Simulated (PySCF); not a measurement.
## How exact exchange moves a shielding

Molecule: triethylamine (SMILES CCN(CC)CC).

Atom-mapped SMILES (the numbers label the heavy atoms): `[CH3:1][CH2:2][N:3]([CH2:4][CH3:5])[CH2:6][CH3:7]`; H(Xn) means a hydrogen on atom n.

GIAO shieldings (ppm, equivalent atoms averaged) in PySCF on the PBE0-D3(BJ)/def2-SVP geometry, basis pcSseg-1, gas phase, non-relativistic:

| functional | exact exchange (%) | σ(C2/C4/C6) | σ(N3) |
| --- | --- | --- | --- |
| BLYP | 0 | 125.5 | 189.5 |
| BP86 | 0 | 131.0 | 197.5 |
| PBE | 0 | 131.5 | 197.0 |
| B3LYP | 20 | 131.3 | 200.1 |
| BHandHLYP | 50 | 138.6 | 212.7 |
| HF | 100 | 149.5 | 231.7 |

Question: Fit each shielding as a line in the percentage of exact exchange.

Answer: σ(C2/C4/C6) = 128.9 + 0.20 x (rms 2.1 ppm); σ(N3) = 194.2 + 0.37 x (rms 2.7 ppm). The functionals also differ in their semilocal parts, which the line can't hold; Hartree–Fock has no correlation at all.

Question: What does the line predict for PBE0 (25 %), and what does the run give?

Answer: σ(C2/C4/C6): 133.9 predicted, 138.0 computed; σ(N3): 203.4 predicted, 209.1 computed ppm.
